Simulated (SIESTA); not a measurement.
Crystal: Pb.

```xyz
1
Lattice="0.0000 2.4750 2.4750 2.4750 0.0000 2.4750 2.4750 2.4750 0.0000" Properties=species:S:1:pos:R:3 pbc="T T T"
Pb    0.0000    0.0000    0.0000
```

Base run:

| Item | Value |
| --- | --- |
| Program | SIESTA 5.4.2 |
| Functional | vdW-DF |
| Potentials or basis | PseudoDojo 0.4 standard (PBE files) |
| Basis | DZP (energy shift 0.003 Ry; two zetas on semicore shells) |
| Grid cutoff | 500 Ry |
| Energy shift | 0.003 Ry |
| k mesh | 9 × 9 × 9 |
| Occupations | fermi-dirac, width 0.05 eV |
| Spin | no spin polarisation |

Its results: band gap on the k mesh none (metal or under the smearing width); pressure 5.7 GPa.

Question: After a change of settings the same cell gave: band gap on the k mesh none (metal or under the smearing width); pressure 0.4 GPa. Which change was it?
A. functional from vdW-DF to VV10
B. functional from vdW-DF to optB88-vdW
C. functional from vdW-DF to vdW-DF-cx
D. functional from vdW-DF to LDA; potentials or basis from PseudoDojo 0.4 standard (PBE files) to PseudoDojo 0.4 standard (LDA files)

Answer: C.

Caveats: the potentials were made for another functional, which shifts forces and pressure; the basis of atomic orbitals isn't converged, which shifts pressures, moduli and gaps.

Runs at the PBE level aren't shown here.
